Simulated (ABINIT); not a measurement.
# Al (Fm-3m) in ABINIT: settings compared, part 2 of 2

ABINIT 10.8.3 (patched build). The steps go on from the part before.

### Step 3. Equation of state, BLYP

File run.abi:

```
# Datasets: one volume each
ndtset 7
getwfk -1
scalecart1 3*0.9795861087
scalecart2 3*0.9864848297
scalecart3 3*0.9932883884
scalecart4 3*1.0000000000
scalecart5 3*1.0066227096
scalecart6 3*1.0131594038
scalecart7 3*1.0196128224

# Pseudopotentials
pp_dirpath "./"
pseudos "Al.GGA_PBE-JTH.xml"

# Structure
acell 3*1.0
rprim
     0.0000000000     3.8263269058     3.8263269058
     3.8263269058     0.0000000000     3.8263269058
     3.8263269058     3.8263269058     0.0000000000
ntypat 1
znucl 13
natom 1
typat 1
xred
     0.0000000000     0.0000000000     0.0000000000

# Plane-wave basis
ecut 544.227725 eV
pawecutdg 40.0

# k points
kptopt 1
ngkpt 11 11 11
nshiftk 1
shiftk 0.0 0.0 0.0

# Exchange and correlation
ixc -106131

# Bands and occupations
nband 6
occopt 3
tsmear 0.00183747

# SCF cycle
nstep 100
tolvrs 1.0e-9

# Output
iomode 3
prtwf 1
prtden 0
prteig 0
prtebands 0
enunit 1
```

Potentials or basis: JTH PAW PBE v2.0.

Launch:

```bash
abinit run.abi > log 2>&1
```

run.abo:

```text
.Version 10.8.3 of ABINIT
 DATASET    1 : space group Fm -3 m (#225); Bravais cF (face-center cubic)
================================================================================
 Values of the parameters that define the memory need for DATASET  1.
     intxc =       0    ionmov =       0      iscf =      17    lmnmax =       8
     lnmax =       4     mgfft =      24  mpssoang =       2    mqgrid =    3001
     natom =       1  nloc_mem =       2    nspden =       1   nspinor =       1
    nsppol =       1      nsym =      48    n1xccc =       1    ntypat =       1
    occopt =       3   xclevel =       2
       mpw =         462          nfft =       13824          nkpt =          56
 PAW method is used; the additional fine FFT grid is defined by:
   mgfftf=        32    nfftf =     32768
================================================================================
================================================================================
[... 71 lines left out ...]
 DATASET    7 : space group Fm -3 m (#225); Bravais cF (face-center cubic)
================================================================================
 Values of the parameters that define the memory need for DATASET  7.
     intxc =       0    ionmov =       0      iscf =      17    lmnmax =       8
     lnmax =       4     mgfft =      24  mpssoang =       2    mqgrid =    3001
     natom =       1  nloc_mem =       2    nspden =       1   nspinor =       1
    nsppol =       1      nsym =      48    n1xccc =       1    ntypat =       1
    occopt =       3   xclevel =       2
       mpw =         532          nfft =       13824          nkpt =          56
 PAW method is used; the additional fine FFT grid is defined by:
[... 1269 lines left out ...]

 -outvars: echo values of variables after computation  --------
            acell      1.0000000000E+00  1.0000000000E+00  1.0000000000E+00 Bohr
           etotal1    -2.0667963049E+00
           etotal2    -2.0673764981E+00
           etotal3    -2.0678146997E+00
           etotal4    -2.0681255694E+00
           etotal5    -2.0683230184E+00
           etotal6    -2.0684193500E+00
           etotal7    -2.0684267577E+00
            fcart1    -0.0000000000E+00 -0.0000000000E+00 -0.0000000000E+00
            fcart2    -0.0000000000E+00 -0.0000000000E+00 -0.0000000000E+00
            fcart3    -0.0000000000E+00 -0.0000000000E+00 -0.0000000000E+00
            fcart4    -0.0000000000E+00 -0.0000000000E+00 -0.0000000000E+00
            fcart5    -0.0000000000E+00 -0.0000000000E+00 -0.0000000000E+00
            fcart6    -0.0000000000E+00 -0.0000000000E+00 -0.0000000000E+00
            fcart7    -0.0000000000E+00 -0.0000000000E+00 -0.0000000000E+00
            rprim1     0.0000000000E+00  3.7482166843E+00  3.7482166843E+00
                       3.7482166843E+00  0.0000000000E+00  3.7482166843E+00
                       3.7482166843E+00  3.7482166843E+00  0.0000000000E+00
[... 17 lines left out ...]
                       3.9013719758E+00  3.9013719758E+00  0.0000000000E+00
           strten1    -2.9184617525E-04 -2.9184617525E-04 -2.9184617525E-04
                       0.0000000000E+00  0.0000000000E+00  0.0000000000E+00
           strten2    -2.2484492820E-04 -2.2484492820E-04 -2.2484492820E-04
                       0.0000000000E+00  0.0000000000E+00  0.0000000000E+00
           strten3    -1.6490059416E-04 -1.6490059416E-04 -1.6490059416E-04
                       0.0000000000E+00  0.0000000000E+00  0.0000000000E+00
           strten4    -1.1138984074E-04 -1.1138984074E-04 -1.1138984074E-04
                       0.0000000000E+00  0.0000000000E+00  0.0000000000E+00
           strten5    -6.3774037946E-05 -6.3774037946E-05 -6.3774037946E-05
                       0.0000000000E+00  0.0000000000E+00  0.0000000000E+00
           strten6    -2.1567748907E-05 -2.1567748907E-05 -2.1567748907E-05
                       0.0000000000E+00  0.0000000000E+00  0.0000000000E+00
           strten7     1.5676142073E-05  1.5676142073E-05  1.5676142073E-05
                       0.0000000000E+00  0.0000000000E+00  0.0000000000E+00
 Calculation completed.
```

Wall time 27 s (1 thread of Arm Neoverse V1, shared host); peak memory 0.11 GiB.

What came out:

```
Equilibrium volume                      : 17.46 Å³/atom
Bulk modulus                            : 58 GPa
Pressure derivative of the bulk modulus : 5.1
```

Energy against volume, from the lowest point:
| volume (Å³/atom) | energy (meV/atom) |
| --- | --- |
| 15.607 | 44.37 |
| 15.939 | 28.58 |
| 16.271 | 16.65 |
| 16.603 | 8.20 |
| 16.935 | 2.82 |
| 17.267 | 0.20 |
| 17.599 | 0.00 |

Caveat: pressures at fixed basis lie under the slope of the energies; the PAW data sets were made with another functional, which shifts forces and pressure a little.

### Step 4. How close it comes

Step 2. Against the measured bulk modulus of Al, 76.9 GPa (quoted in “The interpretation of polycrystalline coherent inelastic neutron scattering from aluminium”, 2013, pmc:3831299), the calculated 85 GPa is off by +10.9 %. The fit is for a static lattice scaled at fixed shape and fixed fractional positions. The cell as given is a measured one (16.60 Å³/atom); LDA-PZ puts the equilibrium volume -5.0 % from it, thermal expansion not counted.

Step 3. A measured bulk modulus of Al is 76.9 GPa (quoted in “The interpretation of polycrystalline coherent inelastic neutron scattering from aluminium”, 2013, pmc:3831299); the calculated 58 GPa misses it by -24.6 %. The fit is for a static lattice scaled at fixed shape and fixed fractional positions. The cell as given is a measured one (16.60 Å³/atom); BLYP puts the equilibrium volume +5.2 % from it, thermal expansion not counted.
